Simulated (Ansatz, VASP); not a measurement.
One calculation of C, two programs

File INCAR:

```
SYSTEM = C
ALGO     = Normal         ! electronic algorithm
EDIFF    = 1E-6           ! SCF threshold, eV
ENCUT    = 520            ! plane-wave cutoff, eV
GGA      = PE             ! functional
ISIF     = 2              ! what is computed and relaxed
ISMEAR   = 0              ! smearing method
LASPH    = .True.         ! aspherical terms in the spheres
LCHARG   = .False.        ! write CHGCAR
LREAL    = .False.        ! projectors in reciprocal space
LWAVE    = .False.        ! write WAVECAR
NBANDS   = 11             ! bands
NELM     = 60             ! most SCF steps
PREC     = Accurate       ! precision mode
SIGMA    = 0.01           ! smearing width, eV
```

Contents of KPOINTS:

```
k-points
0
Gamma
  11 11 11
  0 0 0
```

File POSCAR:

```
C
1.0
    1.2280263500      0.7090013400      3.3470108400
   -1.2280263500      0.7090013400      3.3470108400
    0.0000000000     -1.4180026800      3.3470108400
C
2
Direct
    0.1640000000      0.1640000000      0.1640000000
    0.8360000000      0.8360000000      0.8360000000
```

Input for Ansatz:

```yaml
crystal:
  lattice:
    - [1.22802635, 0.70900134, 3.34701084]
    - [-1.22802635, 0.70900134, 3.34701084]
    - [0.0, -1.41800268, 3.34701084]
  atoms:
    - { symbol: C, position: [0.164, 0.164, 0.164] }
    - { symbol: C, position: [0.836, 0.836, 0.836] }
hamiltonian:
  xc: pbe
  pseudopotentials: { kind: paw }
basis:
  ecutwfc: 420
kpoints:
  mp_grid: { grid: [11, 11, 11] }
scf:
  occupations: { method: fixed }
  lower_state_search: "off"
  max_iter: 100
output:
  forces: true
  stress: true
```

Alike in both runs: task single point; functional PBE; k mesh 11 × 11 × 11; no spin polarisation.

|  | VASP | Ansatz |
| --- | --- | --- |
| version | VASP 6.6.1 | Ansatz 0.2.0 |
| potentials or method | VASP PAW PBE potentials, release 64 (C) | PAW, plane waves, scalar-relativistic |
| plane-wave cutoff (eV) | 520 | 420 |
| occupations | gaussian, width 0.01 eV | fixed |
| valence electrons in the cell | 8 | 8 |

Ansatz gave:

| Property | Result |
| --- | --- |
| pressure (GPa) | 4.3 |
| largest component of the traceless stress (GPa) | 1.23 |
| rms of the force components (eV/Å) | 0.504 |

What did VASP give for the same quantities?

Pressure (GPa): 4.8; largest component of the traceless stress (GPa): 1.77; rms of the force components (eV/Å): 0.502.

Atom by atom the forces differ by 0.002 eV/Å (rms over components).
